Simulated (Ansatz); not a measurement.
Input and command of a plane-wave DFT calculation in Ansatz:

```yaml
crystal:
  lattice:
    - [0.0, 4.1351811263, 4.279597607]
    - [2.4038689094, 0.0, 4.279597607]
    - [2.4038689094, 4.1351811263, 0.0]
  atoms:
    - { symbol: Ti, position: [0.7660067549, 0.7339932451, 0.7339932451] }
    - { symbol: Ti, position: [0.5160067549, 0.4839932451, 0.4839932451] }
    - { symbol: Si, position: [0.088945141, 0.4425775237, 0.0847037772] }
    - { symbol: Si, position: [0.3837735581, 0.0847037772, 0.4425775237] }
    - { symbol: Si, position: [0.1652962228, 0.8662264419, 0.161054859] }
    - { symbol: Si, position: [0.8074224763, 0.161054859, 0.8662264419] }
basis:
  ecutwfc: 420
kpoints:
  mp_grid: { grid: [14, 14, 14] }
hamiltonian:
  xc: pbe
scf:
  occupations: { method: gaussian, width: 0.15 }
output:
  forces: true
  stress: true
  eigenvalues: true
```

```bash
ansatz run input.yaml --threads 2 --pin off --max-ram 5120MiB --backend cpu --events-out ev --progress --plain --runs-dir out
```

Processor: Intel(R) Xeon(R) Processor @ 2.70GHz, 2 threads, on a host shared with other jobs.

Problem. Estimate time, memory and problem size.

Solution. About 42 s on 2 threads of Intel(R) Xeon(R) Processor @ 2.70GHz, with other jobs on the host, peak memory 0.98 GiB. It solves 26 bands at 428 k points (the mesh reduced by the symmetry that the task leaves, which can be less than the crystal's) with about 1627 plane waves, in 6 SCF iterations.
